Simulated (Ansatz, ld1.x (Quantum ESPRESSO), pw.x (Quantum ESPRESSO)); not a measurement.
Equation-of-state test of one TM potential (Ag (Z = 47))

```
Element                 : Ag (Z = 47)
Generator               : ld1.x (Quantum ESPRESSO) 7.5
Type                    : norm-conserving Troullier–Martins (Kleinman–Bylander form)
Functional              : PBE
Relativity              : scalar-relativistic
Frozen core             : [Kr]
Valence charge          : 11
Reference configuration : 4d10 5s1 5p0
Partial waves           : 5p (bound, empty): rc 3.50 bohr; 4d (bound): rc 1.65 bohr; 5s (bound): rc 2.70 bohr
Local potential         : the s channel
Core correction         : none
```

Crystal test: diamond Ag in pw.x 7.5, no spin, 8³ k-points, Fermi–Dirac smearing 0.01 Ry, cutoffs 120/480 Ry. The lattice is a test structure that the element need not adopt, and mesh and smearing are coarse.

pw.x input:

```
&control
  calculation='scf', prefix='x', pseudo_dir='./', outdir='./tmp', tstress=.true., disk_io='low'
/
&system
  ibrav=0, nat=2, ntyp=1, ecutwfc=120, ecutrho=480, nbnd=20,
  occupations='smearing', smearing='fd', degauss=0.01
/
&electrons
  conv_thr=1e-09, mixing_beta=0.4, electron_maxstep=70
/
ATOMIC_SPECIES
Ag 1.0 Ag.UPF
CELL_PARAMETERS angstrom
  0.00000000 3.10944052 3.10944052
  3.10944052 0.00000000 3.10944052
  3.10944052 3.10944052 0.00000000
ATOMIC_POSITIONS crystal
Ag 0.0000 0.0000 0.0000
Ag 0.2500 0.2500 0.2500
K_POINTS automatic
8 8 8 0 0 0
```

```bash
pw.x < Ag.scf.in > Ag.scf.out
```

Task: How does the run end?

Result: It converges; the pressure is 0.81 GPa against -0.02 GPa from all-electron LAPW. The largest radius (3.50 bohr) exceeds half the bond length (2.54 bohr), so the spheres overlap, which is one possible source of error among others. This is a poor potential for the solid. Atomic configuration tests: 1 of 7 tests not solved or not reliable. The log shows:

```
     kinetic-energy cutoff     =     120.0000  Ry
     charge density cutoff     =     480.0000  Ry
     scf convergence threshold =      1.0E-09
     Exchange-correlation= PBE
     number of k points=    29  Fermi-Dirac smearing, width (Ry)=  0.0100
     iteration #  1     ecut=   120.00 Ry     beta= 0.40
     total energy              =    -148.44048473 Ry
     estimated scf accuracy    <       0.05093853 Ry
     iteration #  2     ecut=   120.00 Ry     beta= 0.40
     total energy              =    -148.45053673 Ry
     estimated scf accuracy    <       0.00061461 Ry
     iteration #  3     ecut=   120.00 Ry     beta= 0.40
     c_bands:  1 eigenvalues not converged
     total energy              =    -148.45065884 Ry
     estimated scf accuracy    <       0.00020964 Ry
     iteration #  4     ecut=   120.00 Ry     beta= 0.40
     total energy              =    -148.45066860 Ry
     estimated scf accuracy    <       0.00000185 Ry
     iteration #  5     ecut=   120.00 Ry     beta= 0.40
     total energy              =    -148.45066920 Ry
     estimated scf accuracy    <       0.00000032 Ry
     iteration #  6     ecut=   120.00 Ry     beta= 0.40
     total energy              =    -148.45066925 Ry
     estimated scf accuracy    <          3.5E-09 Ry
     iteration #  7     ecut=   120.00 Ry     beta= 0.40
     total energy              =    -148.45066925 Ry
     estimated scf accuracy    <          1.2E-09 Ry
     iteration #  8     ecut=   120.00 Ry     beta= 0.40
     the Fermi energy is     5.3166 ev
!    total energy              =    -148.45066925 Ry
     estimated scf accuracy    <          6.6E-11 Ry
     smearing contrib. (-TS)   =      -0.00292839 Ry
     The total energy is F=E-TS. E is the sum of the following terms:
     one-electron contribution =     -61.53747111 Ry
     hartree contribution      =      47.24058215 Ry
     xc contribution           =     -23.22444559 Ry
     ewald contribution        =    -110.92640631 Ry
     convergence has been achieved in   8 iterations
          total   stress  (Ry/bohr**3)                   (kbar)     P=        8.11
```
